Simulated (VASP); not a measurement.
# Na2S (Fm-3m) in VASP: notebook

Runs on Na2S. Level: PBE. Tasks: single point.

Everything below comes from runs of VASP 6.6.1. Logs are shortened: lines on timing, memory, paths and dates and some standing lists are left out, and cuts for length are marked.

## (1) The structure

Symmetry: Fm-3m, No. 225, cubic system. Conventional cell: a = 6.547 Å, b = 6.547 Å, c = 6.547 Å, α = 90.00°, β = 90.00°, γ = 90.00°. Around S (site symmetry m-3m) lie 8 Na at 2.83 Å. Na (site symmetry -43m) is surrounded by 4 S at 2.83 Å.

## (2) Single point, PBE

INCAR reads:

```
ALGO     = Fast           # electronic algorithm
EDIFF    = 1E-6           # SCF threshold, eV
ENCUT    = 500            # plane-wave cutoff, eV
GGA      = PE             # functional
ISIF     = 2              # what is computed and relaxed
ISMEAR   = 0              # smearing method
LASPH    = T              # aspherical terms in the spheres
LCHARG   = T              # write CHGCAR
LELF     = T              # ELF
LREAL    = F              # projectors in reciprocal space
LVHAR    = T            
LWAVE    = F              # write WAVECAR
NBANDS   = 19             # bands
NELM     = 80             # most SCF steps
PREC     = Accurate       # precision mode
SIGMA    = 0.02           # smearing width, eV
```

KPOINTS reads:

```
k-points
0
Gamma
  4 4 4
```

POSCAR reads:

```
Na2S
1.0
    0.0000000000      3.2735000000      3.2735000000
    3.2735000000      0.0000000000      3.2735000000
    3.2735000000      3.2735000000      0.0000000000
S Na
1 2
Direct
    0.0000000000      0.0000000000      0.0000000000
    0.7500000000      0.7500000000      0.7500000000
    0.2500000000      0.2500000000      0.2500000000
```

Potentials or basis: VASP PAW PBE potentials, release 64 (S_GW, Na_sv_GW).

Command:

```console
$ cat potpaw_PBE.64/S_GW/POTCAR potpaw_PBE.64/Na_sv_GW/POTCAR > POTCAR
$ mpirun -np 1 vasp_std > vasp.out
```

OUTCAR:

```text
EDIFF = 1E-6
   ENCUT = 500
   GGA = PE
   ISIF = 2
   ISMEAR = 0
   LASPH = T
   LREAL = F
   NELM = 80
   PREC = Accurate

 ion  position               nearest neighbor table
   1  0.000  0.000  0.000-
   2  0.750  0.750  0.750-
   3  0.250  0.250  0.250-

  LATTYP: Found a face centered cubic cell.
 ALAT       =     6.5470000000

  Lattice vectors:

 A1 = (   0.0000000000,   3.2735000000,   3.2735000000)
 A2 = (   3.2735000000,   0.0000000000,   3.2735000000)
 A3 = (   3.2735000000,   3.2735000000,   0.0000000000)

Analysis of symmetry for initial positions (statically):
=====================================================================
 Subroutine PRICEL returns:
 Original cell was already a primitive cell.

 Routine SETGRP: Setting up the symmetry group for a
 face centered cubic supercell.

 Subroutine GETGRP returns: Found 48 space group operations
 (whereof 48 operations were pure point group operations)
 out of a pool of 48 trial point group operations.

The static configuration has the point symmetry O_h .

Analysis of symmetry for dynamics (positions and initial velocities):
=====================================================================
 Subroutine PRICEL returns:
 Original cell was already a primitive cell.

 Routine SETGRP: Setting up the symmetry group for a
 face centered cubic supercell.

 Subroutine GETGRP returns: Found 48 space group operations
 (whereof 48 operations were pure point group operations)
 out of a pool of 48 trial point group operations.

The dynamic configuration has the point symmetry O_h .

 Subroutine INISYM returns: Found 48 space group operations
 (whereof 48 operations are pure point group operations),
 and found     1 'primitive' translations

----------------------------------------------------------------------------------------

                                     Primitive cell

  volume of cell :      70.1564

  direct lattice vectors                    reciprocal lattice vectors
     0.000000000  3.273500000  3.273500000    -0.152741714  0.152741714  0.152741714
     3.273500000  0.000000000  3.273500000     0.152741714 -0.152741714  0.152741714
     3.273500000  3.273500000  0.000000000     0.152741714  0.152741714 -0.152741714

  length of vectors
     4.629428096  4.629428096  4.629428096     0.264556409  0.264556409  0.264556409

  position of ions in fractional coordinates (direct lattice)
     0.000000000  0.000000000  0.000000000
     0.750000000  0.750000000  0.750000000
     0.250000000  0.250000000  0.250000000

  ion indices of the primitive-cell ions
   primitive index   ion index
                 1           1
                 2           2
                 3           3

----------------------------------------------------------------------------------------

 KPOINTS: k-points

Automatic generation of k-mesh.
 Grid dimensions read from file:
 generate k-points for:    4    4    4

 Generating k-lattice:

  Cartesian coordinates                     Fractional coordinates (reciprocal lattice)
    -0.038185428  0.038185428  0.038185428     0.250000000  0.000000000  0.000000000
     0.038185428 -0.038185428  0.038185428     0.000000000  0.250000000  0.000000000
     0.038185428  0.038185428 -0.038185428     0.000000000  0.000000000  0.250000000

  Length of vectors
     0.066139102  0.066139102  0.066139102

  Shift w.r.t. Gamma in fractional coordinates (k-lattice)
     0.000000000  0.000000000  0.000000000

 Subroutine IBZKPT returns following result:
 ===========================================

 Found      8 irreducible k-points:

 Following reciprocal coordinates:
            Coordinates               Weight
  0.000000  0.000000  0.000000      1.000000
  0.250000  0.000000  0.000000      8.000000
  0.500000  0.000000  0.000000      4.000000
  0.250000  0.250000  0.000000      6.000000
  0.500000  0.250000  0.000000     24.000000
 -0.250000  0.250000  0.000000     12.000000
  0.500000  0.500000  0.000000      3.000000
 -0.250000  0.500000  0.250000      6.000000
   k-points           NKPTS =      8   k-points in BZ     NKDIM =      8   number of bands    NBANDS=     19
   number of dos      NEDOS =    301   number of ions     NIONS =      3
   total plane-waves  NPLWV =  46656
   dimension x,y,z NGX =    36 NGY =   36 NGZ =   36
   dimension x,y,z NGXF=    72 NGYF=   72 NGZF=   72
   ions per type =               1   2
   NGX,Y,Z   is equivalent  to a cutoff of  12.93, 12.93, 12.93 a.u.
   NGXF,Y,Z  is equivalent  to a cutoff of  25.86, 25.86, 25.86 a.u.
 SYSTEM =  unknown system
   PREC   = accura    normal or accurate (medium, high low for compatibility)
   ISTART =      0    job   : 0-new  1-cont  2-samecut
   ICHARG =      2    charge: 1-file 2-atom 10-const
   ISPIN  =      1    spin polarized calculation?
   LNONCOLLINEAR =      F non collinear calculations
   LSORBIT =      F    spin-orbit coupling
   LASPH  =      T    aspherical Exc in radial PAW
   ENCUT  =  500.0 eV  36.75 Ry    6.06 a.u.   8.44  8.44  8.44*2*pi/ulx,y,z
   NELM   =     80;   NELMIN=  2; NELMDL= -5     # of ELM steps
   EDIFF  = 0.1E-05   stopping-criterion for ELM
   LREAL  =      F    real-space projection
[... 7 lines left out ...]
   TEBEG  =    0.0;   TEEND  =   0.0 temperature during run
   PSTRESS=    0.0 pullay stress
   NELECT =      24.0000    total number of electrons
   NUPDOWN=      -1.0000    fix difference up-down
   EMIN   =  10.00;   EMAX   =-10.00  energy-range for DOS
   EFERMI =   0.00;   METHOD = LEGACY
   ISMEAR =     0;   SIGMA  =   0.02  broadening in eV -4-tet -1-fermi 0-gaus
   EFERMI_NEDOS =   21; number of points for ismear=-14 and -15
   IALGO  =     68    algorithm
   IMIX   =      4    mixing-type and parameters
     AMIX     =   0.40;   BMIX     =  1.00
     AMIX_MAG =   1.60;   BMIX_MAG =  1.00
  volume/ion in A,a.u.               =      23.39       157.81
  Fermi-wavevector in a.u.,A,eV,Ry     =   1.144958  2.163657 17.836270  1.310929
  Thomas-Fermi vector in A             =   2.281648
   LORBIT       =      0    0 simple, 1 ext, 2 COOP (PROOUT), +10 PAW based schemes
   GGA     = PE    functional components
   LHFCALC =     F    Hartree Fock is set to
   AEXX    =    0.0000 exact exchange contribution
   IVDW    =     0    specifies the selected vdW correction
   LEPSILON=     F    determine dielectric tensor
   LRPA    =     F    only Hartree local field effects (RPA)
 non-spin polarized calculation
 RMM-DIIS sequential band-by-band and
 Gauss-broadening in eV      SIGMA  =   0.02
  energy-cutoff  :      500.00
  volume of cell :       70.16
 maximum number of plane-waves:      1812
 NGX is ok and might be reduce to    36
   NGX = 17   NGY = 17   NGZ = 17

 number of electron      23.9999987 magnetization

 Free energy of the ion-electron system (eV)
  ---------------------------------------------------
  ext. energy  EPLUGINS =         0.00000000
  ---------------------------------------------------
  free energy    TOTEN  =       -14.13895008 eV

  energy without entropy =      -14.13895008  energy(sigma->0) =      -14.13895008

 E-fermi :   0.3662     XC(G=0):  -7.9327

 val. band max:        0.1334141193   @ k =   0.0000   0.0000   0.0000
 cond. band min:       2.6168226371   @ k =   0.0000   0.0000   0.0000
 fundamental gap:      2.4834085179
 Fermi energy:         0.3661991683

 k-point     1 :       0.0000    0.0000    0.0000
  band No.  band energies     occupation
      1     -50.1524      2.00000
      2     -50.1409      2.00000
      3     -22.1219      2.00000
      4     -22.1219      2.00000
      5     -22.1219      2.00000
      6     -22.0685      2.00000
      7     -22.0685      2.00000
      8     -22.0685      2.00000
      9     -10.0011      2.00000
     10       0.1334      2.00000
     11       0.1334      2.00000
     12       0.1334      2.00000
     13       2.6168      0.00000
     14       7.8491      0.00000
     15       7.8491      0.00000
     16       7.8491      0.00000
     17       9.4563      0.00000
     18       9.4563      0.00000
     19      11.3413      0.00000

 k-point     2 :       0.2500    0.0000    0.0000
  band No.  band energies     occupation
      1     -50.1507      2.00000
      2     -50.1425      2.00000
      3     -22.1167      2.00000
      4     -22.1145      2.00000
      5     -22.1145      2.00000
      6     -22.0797      2.00000
      7     -22.0768      2.00000
      8     -22.0768      2.00000
      9      -9.8836      2.00000
     10      -0.8622      2.00000
     11       0.0654      2.00000
     12       0.0654      2.00000
     13       3.9668      0.00000
     14       7.1679      0.00000
     15       7.7707      0.00000
     16       7.7707      0.00000
     17       9.2480      0.00000
     18       9.2480      0.00000
     19      10.4413      0.00000

 k-point     3 :       0.5000    0.0000    0.0000
  band No.  band energies     occupation
      1     -50.1465      2.00000
      2     -50.1465      2.00000
      3     -22.1034      2.00000
      4     -22.0983      2.00000
      5     -22.0968      2.00000
      6     -22.0968      2.00000
      7     -22.0953      2.00000
      8     -22.0953      2.00000
      9      -9.7604      2.00000
     10      -1.4999      2.00000
     11       0.0015      2.00000
     12       0.0015      2.00000
     13       4.9180      0.00000
     14       6.5731      0.00000
     15       7.2652      0.00000
     16       7.2652      0.00000
     17      11.3159      0.00000
     18      11.4742      0.00000
     19      11.4773      0.00000

 k-point     4 :       0.2500    0.2500    0.0000
  band No.  band energies     occupation
      1     -50.1504      2.00000
      2     -50.1428      2.00000
      3     -22.1275      2.00000
      4     -22.1275      2.00000
      5     -22.1083      2.00000
      6     -22.0886      2.00000
      7     -22.0649      2.00000
      8     -22.0649      2.00000
      9      -9.8455      2.00000
     10      -0.8341      2.00000
     11      -0.1080      2.00000
     12      -0.1080      2.00000
     13       4.1980      0.00000
     14       6.8468      0.00000
     15       7.1733      0.00000
     16       8.6183      0.00000
     17       8.6183      0.00000
     18      10.2640      0.00000
     19      12.5841      0.00000

 k-point     5 :       0.5000    0.2500    0.0000
  band No.  band energies     occupation
      1     -50.1478      2.00000
      2     -50.1452      2.00000
      3     -22.1324      2.00000
      4     -22.1234      2.00000
      5     -22.1218      2.00000
      6     -22.0725      2.00000
      7     -22.0712      2.00000
      8     -22.0667      2.00000
      9      -9.7237      2.00000
     10      -1.2192      2.00000
     11      -0.4837      2.00000
     12      -0.1698      2.00000
     13       4.8831      0.00000
     14       6.4071      0.00000
     15       7.4105      0.00000
     16       8.2979      0.00000
     17       9.5049      0.00000
     18      11.5755      0.00000
     19      12.2759      0.00000

 k-point     6 :      -0.2500    0.2500    0.0000
  band No.  band energies     occupation
      1     -50.1484      2.00000
      2     -50.1446      2.00000
      3     -22.1340      2.00000
      4     -22.1043      2.00000
      5     -22.1005      2.00000
      6     -22.0942      2.00000
      7     -22.0917      2.00000
      8     -22.0612      2.00000
      9      -9.7636      2.00000
     10      -1.1172      2.00000
     11      -0.5238      2.00000
     12      -0.0040      2.00000
     13       5.3266      0.00000
     14       6.1358      0.00000
     15       7.2952      0.00000
     16       7.8829      0.00000
     17       9.1669      0.00000
     18      11.0076      0.00000
     19      12.0375      0.00000

 k-point     7 :       0.5000    0.5000    0.0000
  band No.  band energies     occupation
      1     -50.1484      2.00000
      2     -50.1446      2.00000
      3     -22.1475      2.00000
      4     -22.1327      2.00000
      5     -22.1327      2.00000
      6     -22.0611      2.00000
      7     -22.0611      2.00000
      8     -22.0546      2.00000
      9      -9.6851      2.00000
     10      -1.3277      2.00000
     11      -0.3232      2.00000
     12      -0.3232      2.00000
     13       3.9759      0.00000
     14       6.1323      0.00000
     15       8.5763      0.00000
     16       9.8867      0.00000
     17       9.8867      0.00000
     18      11.9667      0.00000
     19      12.2376      0.00000

 k-point     8 :      -0.2500    0.5000    0.2500
  band No.  band energies     occupation
      1     -50.1465      2.00000
      2     -50.1465      2.00000
      3     -22.1426      2.00000
      4     -22.1376      2.00000
      5     -22.0972      2.00000
      6     -22.0972      2.00000
      7     -22.0581      2.00000
      8     -22.0574      2.00000
      9      -9.6840      2.00000
     10      -0.8782      2.00000
     11      -0.8782      2.00000
     12      -0.4445      2.00000
     13       4.9397      0.00000
     14       7.3403      0.00000
     15       7.3403      0.00000
     16       7.4002      0.00000
     17      10.6921      0.00000
     18      10.6921      0.00000
     19      12.0416      0.00000

------------------------ aborting loop because EDIFF is reached ----------------------------------------

  FORCE on cell =-STRESS in cart. coord.  units (eV):
  Direction    XX          YY          ZZ          XY          YZ          ZX
  --------------------------------------------------------------------------------------
  -------------------------------------------------------------------------------------
  Total        0.0215505      0.0215505      0.0215505     -0.0000000     -0.0000000      0.0000000
  in kB        0.4921538      0.4921538      0.4921538     -0.0000000     -0.0000000      0.0000000
  external PRESSURE =       0.4921538 kB  Pullay stress =       0.0000000 kB

 VOLUME and BASIS-vectors are now :
 -----------------------------------------------------------------------------
  energy-cutoff  :      500.00
  volume of cell :       70.16
      direct lattice vectors                 reciprocal lattice vectors
     0.000000000  3.273500000  3.273500000    -0.152741714  0.152741714  0.152741714
     3.273500000  0.000000000  3.273500000     0.152741714 -0.152741714  0.152741714
     3.273500000  3.273500000  0.000000000     0.152741714  0.152741714 -0.152741714

 POSITION                                       TOTAL-FORCE (eV/Angst)
 -----------------------------------------------------------------------------------
      0.00000      0.00000      0.00000        -0.000000      0.000000     -0.000000
      4.91025      4.91025      4.91025         0.000000      0.000000      0.000000
      1.63675      1.63675      1.63675        -0.000000     -0.000000     -0.000000
 -----------------------------------------------------------------------------------
    total drift:                                0.000000      0.000000      0.000000

  FREE ENERGIE OF THE ION-ELECTRON SYSTEM (eV)
  ---------------------------------------------------
  free  energy   TOTEN  =       -14.1389500811 eV

  energy  without entropy=      -14.1389500811  energy(sigma->0) =      -14.13895008
```

Run time: 22 s. Hardware: 1 thread of Intel Xeon Platinum 8488C (Sapphire Rapids), shared host; peak memory 0.19 GiB.

Results:

| Item | Value |
| --- | --- |
| Free energy | -14.1390 eV |
| Pressure | 0.0 GPa |
| Band gap on the k mesh | 2.48 eV, direct |

Levels at points of the mesh, in eV from the valence-band top:
| k point | band 10 | band 11 | band 12 | band 13 | band 14 | band 15 |
| --- | --- | --- | --- | --- | --- | --- |
| (0.00, 0.00, 0.00) | 0.00 | 0.00 | 0.00 | 2.48 | 7.72 | 7.72 |
| (0.50, 0.00, 0.00) | -1.63 | -0.13 | -0.13 | 4.78 | 6.44 | 7.13 |
| (0.50, 0.50, 0.00) | -1.46 | -0.46 | -0.46 | 3.84 | 6.00 | 8.44 |

As with any semilocal functional, this PBE gap is likely too small.

## (3) Single point, PBE

INCAR reads:

```
SYSTEM = Na2S
PREC = Accurate ; ENCUT = 450
EDIFF = 1E-7 ; ISMEAR = 0
SIGMA = 0.02 ; LREAL = .FALSE.
LASPH = .TRUE. ; NELM = 60
ALGO = Fast ; ISIF = 2
LWAVE = .FALSE. ; LCHARG = .TRUE.
GGA = PE ; LELF = .TRUE.
LVHAR = .TRUE. ; NBANDS = 19
```

KPOINTS reads:

```
Automatic mesh
0
G
  3 3 3
  0 0 0
```

POSCAR is that of step 2.

Potentials or basis: VASP PAW PBE potentials, release 64 (S_GW, Na_sv_GW).

Command:

```console
$ cat potpaw_PBE.64/S_GW/POTCAR potpaw_PBE.64/Na_sv_GW/POTCAR > POTCAR
$ mpirun -np 1 vasp_std > vasp.out
```

It took 18 s on 1 thread of AMD EPYC 7R43 (Zen 3), shared host; peak memory 0.13 GiB.

Results (log left out):

```yaml
Free_energy: -14.1105 eV
Pressure: 0.4 GPa
Band_gap_on_the_k_mesh: 2.47 eV, direct
```

Levels at points of the mesh, in eV from the valence-band top:
```csv
k point,band 10,band 11,band 12,band 13,band 14,band 15
"(0.00, 0.00, 0.00)",0.00,0.00,0.00,2.47,7.70,7.70
```

Caveat: the k mesh is coarse (spacing up to 0.55 Å⁻¹), so the values aren't converged; the cutoff is under 1.25 times the usual one of these potentials, so pressure, stress and relaxed cells hold a basis-set (Pulay) error.

## (4) Single point, PBE

INCAR reads:

```
SYSTEM = Na2S
ALGO = Normal
EDIFF = 1E-7
ENCUT = 450
GGA = PE
ISIF = 2
ISMEAR = 0
LASPH = .True.
LCHARG = .False.
LREAL = .False.
LWAVE = .False.
NBANDS = 19
NELM = 60
PREC = Accurate
SIGMA = 0.02
```

KPOINTS reads:

```
k-points
0
Gamma
  4 4 4
  0 0 0
```

POSCAR is that of step 3.

Command:

```console
$ cat potpaw_PBE.64/S_GW/POTCAR potpaw_PBE.64/Na_sv_GW/POTCAR > POTCAR
$ mpirun -np 1 vasp_std > vasp.out
```

It took 6 s on 1 thread of AMD EPYC 9R45 (Zen 5), shared host; peak memory 0.14 GiB.

It converged, with:

```yaml
Free_energy: -14.1355 eV
Pressure: 0.3 GPa
Band_gap_on_the_k_mesh: 2.48 eV, direct
```

Levels at points of the mesh, in eV from the valence-band top:
```csv
k point,band 10,band 11,band 12,band 13,band 14,band 15
"(0.00, 0.00, 0.00)",0.00,0.00,0.00,2.48,7.72,7.72
"(0.50, 0.00, 0.00)",-1.63,-0.13,-0.13,4.79,6.44,7.13
"(0.50, 0.50, 0.00)",-1.46,-0.46,-0.46,3.84,6.00,8.44
```

Caveat: the cutoff is under 1.25 times the usual one of these potentials, so pressure, stress and relaxed cells hold a basis-set (Pulay) error.

## (5) The reference run

An earlier run on the cell as given: functional PBE; potentials or basis VASP PAW PBE potentials, release 64 (S, Na_pv); cutoff 520 eV; k mesh 7 × 7 × 7; occupations fermi-dirac, width 0.05 eV; no spin polarisation.

* Pressure: 0.3 GPa
* Band gap on the k mesh: 2.48 eV, direct

## (6) Summary

| potentials or basis | k mesh | cutoff (eV) | smearing | mesh quality | gap on the mesh (eV) | pressure (GPa) |
| --- | --- | --- | --- | --- | --- | --- |
| VASP PAW PBE potentials, release 64 (S_GW, Na_sv_GW) | 4 × 4 × 4 | 500 | gaussian 0.02 eV | not flagged | 2.48 | 0.0 |
| VASP PAW PBE potentials, release 64 (S_GW, Na_sv_GW) | 3 × 3 × 3 | 450 | gaussian 0.02 eV | coarse | 2.47 | 0.4 |
| VASP PAW PBE potentials, release 64 (S_GW, Na_sv_GW) | 4 × 4 × 4 | 450 | gaussian 0.02 eV | not flagged | 2.48 | 0.3 |
| VASP PAW PBE potentials, release 64 (S, Na_pv) | 7 × 7 × 7 | 520 | fermi-dirac 0.05 eV | not flagged | 2.48 | 0.3 |

Alike in all rows: task single point; level PBE; no spin polarisation; cell as given.

Caveats: some runs use coarse meshes; the cutoff is under 1.25 times the usual one of these potentials, so pressure, stress and relaxed cells hold a basis-set (Pulay) error (some runs).

Total energies depend on the potentials used, so only differences within one code and one set of settings carry meaning.
